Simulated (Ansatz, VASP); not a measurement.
# W in VASP and in Ansatz

INCAR

```
SYSTEM = W
  PREC = Accurate
  ENCUT = 520
  EDIFF = 1E-7
  ISMEAR = -1
  SIGMA = 0.1
  LREAL = .False.
  LASPH = .True.
  NELM = 100
  ALGO = Normal
  ISIF = 2
  LWAVE = .False.
  LCHARG = .False.
  GGA = PE
  NBANDS = 13
```

File KPOINTS:

```
Automatic mesh
0
Gamma
  6 6 6
  0 0 0
```

POSCAR

```
W
1.0
    2.8708540000      0.0000000000      0.0000000000
    1.4354270000      2.4862324946      0.0000000000
    1.4354270000      0.8287441649      2.3440424753
W
1
Direct
    0.0000000000      0.0000000000      0.0000000000
```

Input for Ansatz:

```yaml
crystal:
  lattice:
    - [2.870854, 0.0, 0.0]
    - [1.4354270000000002, 2.486232494556171, 0.0]
    - [1.4354270000000002, 0.828744164852057, 2.3440424753426856]
  atoms:
    - { symbol: W, position: [0.0, 0.0, 0.0] }
kpoints:
  mp_grid:
    grid: [6, 6, 6]
hamiltonian:
  xc: pbe
scf:
  occupations:
    method: fermi_dirac
    width: 0.1
output:
  forces: true
  stress: true
```

This isn't the form of W at room conditions, which is bcc.

Alike in both runs: task single point; functional PBE; k mesh 6 × 6 × 6; occupations fermi-dirac, width 0.1 eV; no spin polarisation.

|  | VASP | Ansatz |
| --- | --- | --- |
| version | VASP 6.6.1 | Ansatz 0.2.0 |
| potentials or method | VASP PAW PBE potentials, release 64 (W_sv) | plane waves, PAW |
| plane-wave cutoff (eV) | 520 | 420 |
| valence electrons in the cell | 14 | 14 |

|  | VASP | Ansatz | Ansatz less VASP |
| --- | --- | --- | --- |
| pressure (GPa) | -3.7 | -4.2 | -0.49 |

Caveats: the k mesh is coarse (spacing up to 0.45 Å⁻¹), so the values aren't converged. Spin-orbit coupling is left out, which matters for the levels of W.
